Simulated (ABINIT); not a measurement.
# PtS2 (P-3m1) in ABINIT: notebook

Runs on PtS2. Level: PBE. Tasks: single point.

Everything below comes from runs of ABINIT 10.8.3 (patched build). Logs are shortened: lines on timing, memory, paths and dates and some standing lists are left out, and cuts for length are marked. The log counts tension as positive stress, the text compression.

**1. Starting point**

Symmetry: P-3m1, No. 164, trigonal system. The conventional cell has a = 3.543 Å, b = 3.543 Å, c = 5.039 Å, α = 90.00°, β = 90.00°, γ = 120.00°. Pt (site symmetry -3m) has 6 S at 2.34 Å as nearest neighbours. S (site symmetry 3m) is surrounded by 3 Pt at 2.34 Å.

**2. Single point, PBE**

Contents of run.abi:

```
# Pseudopotentials
pp_dirpath "./"
pseudos "Pt.upf, S.upf"

# Structure
acell 3.5432 3.5432 5.0388 Angstrom
rprim
     1.0000000000     0.0000000000     0.0000000000
    -0.5000000000     0.8660254038     0.0000000000
     0.0000000000     0.0000000000     1.0000000000
ntypat 2
znucl 78 16
natom 3
typat 1 2 2
xred
     0.0000000000     0.0000000000     0.0000000000
     0.6666666667     0.3333333333     0.7730000000
     0.3333333333     0.6666666667     0.2270000000

# Plane-wave basis
ecut 42.0

# k points
kptopt 1
ngkpt 7 7 4
nshiftk 1
shiftk 0.0 0.0 0.0

# Exchange and correlation
ixc 11

# Bands and occupations
nband 19
occopt 3
tsmear 0.05 eV

# SCF cycle
nstep 100
tolvrs 1.0e-10

# Output
iomode 3
prtwf 0
prtden 0
prteig 0
prtebands 0
```

Potentials or basis: PseudoDojo NC SR PBE v0.4.1 standard.

The run is started by

```sh
> abinit run.abi > log 2>&1
```

run.abo:

```text
.Version 10.8.3 of ABINIT
 Symmetries : space group P-3 m 1 (#164); Bravais hP (primitive hexag.)
================================================================================
 Values of the parameters that define the memory need of the present run
     intxc =       0    ionmov =       0      iscf =       7    lmnmax =       8
     lnmax =       8     mgfft =      60  mpssoang =       4    mqgrid =    3001
     natom =       3  nloc_mem =       1    nspden =       1   nspinor =       1
    nsppol =       1      nsym =      12    n1xccc =    2501    ntypat =       2
    occopt =       3   xclevel =       2
       mpw =        4830          nfft =       96000          nkpt =          28
================================================================================
================================================================================

--------------------------------------------------------------------------------
------------- Echo of variables that govern the present computation ------------
--------------------------------------------------------------------------------
 -outvars: echo values of preprocessed input variables --------
            acell      6.6956776093E+00  6.6956776093E+00  9.5219520032E+00 Bohr
              amu      1.95080000E+02  3.20660000E+01
             ecut      4.20000000E+01 Hartree
              ixc          11
         kptrlatt        7    0    0      0    7    0      0    0    4
          kptrlen      3.80878080E+01
            natom           3
            nband          19
            ngfft          40      40      60
             nkpt          28
            nstep         100
             nsym          12
           ntypat           2
           occopt           3
           prtden           0
        prtebands           0
           prteig           0
            prtwf           0
            rprim      1.0000000000E+00  0.0000000000E+00  0.0000000000E+00
                      -5.0000000000E-01  8.6602540380E-01  0.0000000000E+00
                       0.0000000000E+00  0.0000000000E+00  1.0000000000E+00
          spgroup         164
           tolvrs      1.00000000E-10
           tsmear      1.83746611E-03 Hartree
            typat      1  2  2
           xangst      0.0000000000E+00  0.0000000000E+00  0.0000000000E+00
                       1.7716000000E+00  1.0228337369E+00  3.8949924000E+00
                       9.2809962437E-17  2.0456674738E+00  1.1438076000E+00
            xcart      0.0000000000E+00  0.0000000000E+00  0.0000000000E+00
                       3.3478388047E+00  1.9328756351E+00  7.3604688985E+00
                       1.7538541076E-16  3.8657512702E+00  2.1614831047E+00
             xred      0.0000000000E+00  0.0000000000E+00  0.0000000000E+00
                       6.6666666667E-01  3.3333333333E-01  7.7300000000E-01
                       3.3333333333E-01  6.6666666667E-01  2.2700000000E-01
            znucl       78.00000   16.00000

================================================================================

 chkinp: Checking input parameters for consistency.

================================================================================
== DATASET  1 ==================================================================

--- !DatasetInfo
iteration_state: {dtset: 1, }
dimensions: {natom: 3, nkpt: 28, mband: 19, nsppol: 1, nspinor: 1, nspden: 1, mpw: 4830, }
cutoff_energies: {ecut:  42.0, pawecutdg:  -1.0, }
electrons: {nelect:   3.00000000E+01, charge:   0.00000000E+00, occopt:   3.00000000E+00, tsmear:   1.83746611E-03, }
meta: {optdriver: 0, ionmov: 0, optcell: 0, iscf: 7, paral_kgb: 0, }
...

 Exchange-correlation functional for the present dataset will be:
  GGA: Perdew-Burke-Ernzerhof functional - ixc=11
  J.P.Perdew, K.Burke, M.Ernzerhof, PRL 77, 3865 (1996)

 Real(R)+Recip(G) space primitive vectors, cartesian coordinates (Bohr,Bohr^-1):
 R(1)=  6.6956776  0.0000000  0.0000000  G(1)=  0.1493501  0.0862273  0.0000000
 R(2)= -3.3478388  5.7986269  0.0000000  G(2)=  0.0000000  0.1724546  0.0000000
 R(3)=  0.0000000  0.0000000  9.5219520  G(3)=  0.0000000  0.0000000  0.1050205
 Unit cell volume ucvol=  3.6969680E+02 bohr^3
 Angles (23,13,12)=  9.00000000E+01  9.00000000E+01  1.20000000E+02 degrees

 getcut: wavevector=  0.0000  0.0000  0.0000  ngfft=  40  40  60
         ecut(hartree)=     42.000   => boxcut(ratio)=   2.04774

--- Pseudopotential description ------------------------------------------------
- pspini: atom type   1  psp file is ./Pt.upf
12 -101130 3 -1 1374                          pspcod,pspxc,lmax,lloc,mmax
     nproj     2     2     2     2

- pspini: atom type   2  psp file is ./S.upf
12 -101130 2 -1 1146                          pspcod,pspxc,lmax,lloc,mmax
     nproj     2     2     2     0

   1.33729513E+03                                ecore*ucvol(ha*bohr**3)
--------------------------------------------------------------------------------

================================================================================

--- !BeginCycle
iteration_state: {dtset: 1, }
solver: {iscf: 7, nstep: 100, nline: 4, wfoptalg: 0, }
tolerances: {tolvrs: 1.00E-10, }
...

     iter   Etot(hartree)      deltaE(h)  residm     vres2
 ETOT  1  -152.34882358866    -1.523E+02 9.975E-02 1.782E+03
 ETOT  2  -152.16709493004     1.817E-01 1.298E-02 4.134E+03
 ETOT  3  -152.69627863103    -5.292E-01 4.977E-03 2.389E+01
 ETOT  4  -152.69901070315    -2.732E-03 7.770E-04 2.481E+00
 ETOT  5  -152.69924111270    -2.304E-04 2.022E-04 7.450E-02
 ETOT  6  -152.69925193241    -1.082E-05 2.458E-04 4.035E-02
 ETOT  7  -152.69925516154    -3.229E-06 2.119E-04 3.469E-03
 ETOT  8  -152.69925555882    -3.973E-07 3.125E-04 2.884E-05
 ETOT  9  -152.69925556015    -1.338E-09 2.024E-04 1.640E-06
 ETOT 10  -152.69925556035    -1.927E-10 2.571E-04 6.523E-08
 ETOT 11  -152.69925556037    -1.882E-11 1.676E-04 2.454E-10
 ETOT 12  -152.69925556037    -4.519E-12 1.891E-04 6.561E-12

 At SCF step   12       vres2   =  6.56E-12 < tolvrs=  1.00E-10 =>converged.

 Cartesian components of stress tensor (hartree/bohr^3)
  sigma(1 1)= -4.06227911E-04  sigma(3 2)=  0.00000000E+00
  sigma(2 2)= -4.06227911E-04  sigma(3 1)=  0.00000000E+00
  sigma(3 3)= -3.52028173E-04  sigma(2 1)=  0.00000000E+00

--- !ResultsGS
iteration_state: {dtset: 1, }
comment   : Summary of ground state results
lattice_vectors:
- [  6.6956776,   0.0000000,   0.0000000, ]
- [ -3.3478388,   5.7986269,   0.0000000, ]
- [  0.0000000,   0.0000000,   9.5219520, ]
lattice_lengths: [   6.69568,    6.69568,    9.52195, ]
lattice_angles: [ 90.000,  90.000, 120.000, ] # degrees, (23, 13, 12)
lattice_volume:   3.6969680E+02
convergence: {deltae: -4.519E-12, res2:  6.561E-12, residm:  1.891E-04, diffor: null, }
etotal    :  -1.52699256E+02
entropy   :   0.00000000E+00
fermie    :   2.98923417E-01
cartesian_stress_tensor: # hartree/bohr^3
- [ -4.06227911E-04,   0.00000000E+00,   0.00000000E+00, ]
- [  0.00000000E+00,  -4.06227911E-04,   0.00000000E+00, ]
- [  0.00000000E+00,   0.00000000E+00,  -3.52028173E-04, ]
pressure_GPa:   1.1420E+01
xred      :
- [  0.0000E+00,   0.0000E+00,   0.0000E+00, Pt]
- [  6.6667E-01,   3.3333E-01,   7.7300E-01,  S]
- [  3.3333E-01,   6.6667E-01,   2.2700E-01,  S]
cartesian_forces: # hartree/bohr
- [  1.07239143E-28,   6.19145479E-29,  -0.00000000E+00, ]
- [  4.28956571E-28,  -4.95316383E-28,  -2.41330948E-02, ]
- [ -5.36195713E-28,   4.33401835E-28,   2.41330948E-02, ]
force_length_stats: {min:   1.23829096E-28, max:   2.41330948E-02, mean:   1.60887298E-02, }
...

 Integrated electronic density in atomic spheres:
 ------------------------------------------------
 Atom  Sphere_radius  Integrated_density
    1        2.00000         14.50372994
    2        2.00000          3.93253102
    3        2.00000          3.93253102
================================================================================

 ----iterations are completed or convergence reached----

 Mean square residual over all n,k,spin=   49.024E-08; max=  18.911E-05
 reduced coordinates (array xred) for    3 atoms
       0.000000000000      0.000000000000      0.000000000000
       0.666666666667      0.333333333333      0.773000000000
       0.333333333333      0.666666666667      0.227000000000
 rms dE/dt=  1.0833E-01; max dE/dt=  2.2979E-01; dE/dt below (all hartree)
    1       0.000000000000      0.000000000000      0.000000000000
    2      -0.000000000000      0.000000000000      0.229794170035
    3       0.000000000000     -0.000000000000     -0.229794170035

 cartesian coordinates (angstrom) at end:
    1      0.00000000000000     0.00000000000000     0.00000000000000
    2      1.77160000000000     1.02283373691472     3.89499240000000
    3      0.00000000000000     2.04566747382944     1.14380760000000

 cartesian forces (hartree/bohr) at end:
    1      0.00000000000000     0.00000000000000    -0.00000000000000
    2      0.00000000000000    -0.00000000000000    -0.02413309476426
    3     -0.00000000000000     0.00000000000000     0.02413309476426
 frms,max,avg= 1.1376450E-02 2.4133095E-02   0.000E+00  0.000E+00  0.000E+00 h/b

 cartesian forces (eV/Angstrom) at end:
    1      0.00000000000000     0.00000000000000    -0.00000000000000
    2      0.00000000000000    -0.00000000000000    -1.24097362822190
    3     -0.00000000000000     0.00000000000000     1.24097362822190
 frms,max,avg= 5.8500058E-01 1.2409736E+00   0.000E+00  0.000E+00  0.000E+00 e/A
 length scales=  6.695677609316  6.695677609316  9.521952003224 bohr
              =  3.543200000000  3.543200000000  5.038800000000 angstroms
 Fermi (or HOMO) energy (hartree) =   0.29892   Average Vxc (hartree)=  -0.40225
 Eigenvalues (hartree) for nkpt=  28  k points:
 kpt#   1, nband= 19, wtk=  0.00510, kpt=  0.0000  0.0000  0.0000 (reduced coord)
  -3.37712   -1.69384   -1.69384   -1.68735   -0.28740   -0.16783    0.02599    0.02599
   0.03107    0.13881    0.13881    0.21943    0.24270    0.24270    0.28041    0.37523
   0.37523    0.46049    0.49653
      occupation numbers for kpt#   1
   2.00000    2.00000    2.00000    2.00000    2.00000    2.00000    2.00000    2.00000
   2.00000    2.00000    2.00000    2.00000    2.00000    2.00000    1.99992    0.00000
   0.00000    0.00000    0.00000
 prteigrs : prtvol=0 or 1, do not print more k-points.

--- !EnergyTerms
iteration_state     : {dtset: 1, }
comment             : Components of total free energy in Hartree
kinetic             :  4.50560466287273E+01
hartree             :  4.46912534941012E+01
xc                  : -3.01664161150260E+01
Ewald energy        : -8.93083634648514E+01
psp_core            :  3.61727539916360E+00
local_psp           : -1.37625513555254E+02
non_local_psp       :  1.10364628190388E+01
internal            : -1.52699254794101E+02
'-kT*entropy'       : -7.66269115292446E-07
total_energy        : -1.52699255560370E+02
total_energy_eV     : -4.15515842252698E+03
band_energy         : -1.53302585978015E+01
...

 Cartesian components of stress tensor (hartree/bohr^3)
  sigma(1 1)= -4.06227911E-04  sigma(3 2)=  0.00000000E+00
  sigma(2 2)= -4.06227911E-04  sigma(3 1)=  0.00000000E+00
  sigma(3 3)= -3.52028173E-04  sigma(2 1)=  0.00000000E+00

-Cartesian components of stress tensor (GPa)         [Pressure=  1.1420E+01 GPa]
- sigma(1 1)= -1.19516378E+01  sigma(3 2)=  0.00000000E+00
- sigma(2 2)= -1.19516378E+01  sigma(3 1)=  0.00000000E+00
- sigma(3 3)= -1.03570264E+01  sigma(2 1)=  0.00000000E+00

== END DATASET(S) ==============================================================
================================================================================

 -outvars: echo values of variables after computation  --------
            acell      6.6956776093E+00  6.6956776093E+00  9.5219520032E+00 Bohr
           etotal     -1.5269925556E+02
            fcart      1.0723914263E-28  6.1914547866E-29 -0.0000000000E+00
                       4.2895657053E-28 -4.9531638293E-28 -2.4133094764E-02
                      -5.3619571317E-28  4.3340183506E-28  2.4133094764E-02
            rprim      1.0000000000E+00  0.0000000000E+00  0.0000000000E+00
                      -5.0000000000E-01  8.6602540380E-01  0.0000000000E+00
                       0.0000000000E+00  0.0000000000E+00  1.0000000000E+00
           strten     -4.0622791110E-04 -4.0622791144E-04 -3.5202817261E-04
                       0.0000000000E+00  0.0000000000E+00  0.0000000000E+00
           xangst      0.0000000000E+00  0.0000000000E+00  0.0000000000E+00
                       1.7716000000E+00  1.0228337369E+00  3.8949924000E+00
                       9.2809962437E-17  2.0456674738E+00  1.1438076000E+00
             xred      0.0000000000E+00  0.0000000000E+00  0.0000000000E+00
                       6.6666666667E-01  3.3333333333E-01  7.7300000000E-01
                       3.3333333333E-01  6.6666666667E-01  2.2700000000E-01
 Calculation completed.
```

It took 91 s on 1 thread of Arm Neoverse V2, shared host; peak memory 0.12 GiB.

What came out:

```yaml
Free_energy: -4155.1584 eV
Pressure: 11.4 GPa
Largest_force: 1.241 eV/Å
Band_gap_on_the_k_mesh: 0.83 eV, indirect (least direct gap 1.01 eV)
Valence_electrons_inside_the_program's_atomic_spheres: Pt 14.50; S 3.93
```

Forces on the atoms (eV/Å):
```
Pt   0.000  0.000  0.000
S    0.000  0.000 -1.241
S    0.000  0.000  1.241
```

Caveat: spin-orbit coupling is left out, which moves the levels of the heavy elements; an odd mesh through Γ misses points on the zone boundary, where band edges often lie; forces of over 1 eV/Å show positions far from the minimum, so gaps and moduli don't describe the material at rest. A hybrid or GW would open this gap; PBE tends to underestimate it.

**3. Single point, PBE, spin-orbit coupling, no magnetisation**

Contents of run.abi:

```
pp_dirpath "./"
pseudos "Pt.GGA_PBE-JTH.xml, S.GGA_PBE-JTH.xml"

acell 3*1.0
rprim
     6.6956776048     0.0000000000     0.0000000000
    -3.3478388024     5.7986269013     0.0000000000
     0.0000000000     0.0000000000     9.5219519968
ntypat 2
znucl 78 16
natom 3
typat 1 2 2
xred
     0.0000000000     0.0000000000     0.0000000000
     0.6666666667     0.3333333333     0.7730000000
     0.3333333333     0.6666666667     0.2270000000

ecut 15.0
pawecutdg 30.0

kptopt 4
ngkpt 7 7 4
nshiftk 1
shiftk 0.0 0.0 0.0

ixc 11

nband 30
occopt 3
tsmear 0.00183747

nspinor 2
nspden 1
pawspnorb 1

nstep 100
tolvrs 1.0e-9

iomode 3
prtwf 0
prteig 0
prtebands 0
prtden 1
prtvha 1
prtvclmb 1
prtpot 1
```

Potentials or basis: JTH PAW PBE v2.0.

The run is started by

```sh
> abinit run.abi > log 2>&1
```

Run time: 2.9 min. Hardware: 1 thread of Arm Neoverse V1, shared host; peak memory 0.15 GiB.

It converged, with:

```
Free energy                                           : -1298.3850 eV
Largest force                                         : 1.400 eV/Å
Band gap on the k mesh                                : 0.84 eV, indirect (least direct gap 1.01 eV)
Valence electrons inside the program's atomic spheres : Pt 8.88; S 3.59
```

Forces in eV/Å, atoms in the order of the input:
```
Pt   0.000  0.000  0.000
S    0.000  0.000 -1.400
S    0.000  0.000  1.400
```

Levels at points of the mesh, in eV from the valence-band top:
```
           k point  band 18  band 19  band 20  band 21  band 22  band 23  band 24  band 25  band 26  band 27
(0.00, 0.00, 0.00)    -1.26    -0.97    -0.97    -0.05    -0.05     2.31     2.31     2.62     2.62     4.74
(0.00, 0.00, 0.50)    -1.42    -1.17    -1.17    -0.86    -0.86     2.78     2.78     3.09     3.09     5.34
```

Caveat: the cutoff is too short for stress, so the log's stress isn't used; an odd mesh through Γ misses points on the zone boundary, where band edges often lie; forces of over 1 eV/Å show positions far from the minimum, so gaps and moduli don't describe the material at rest. Expect the measured gap to be larger: semilocal functionals such as PBE lack the derivative discontinuity.
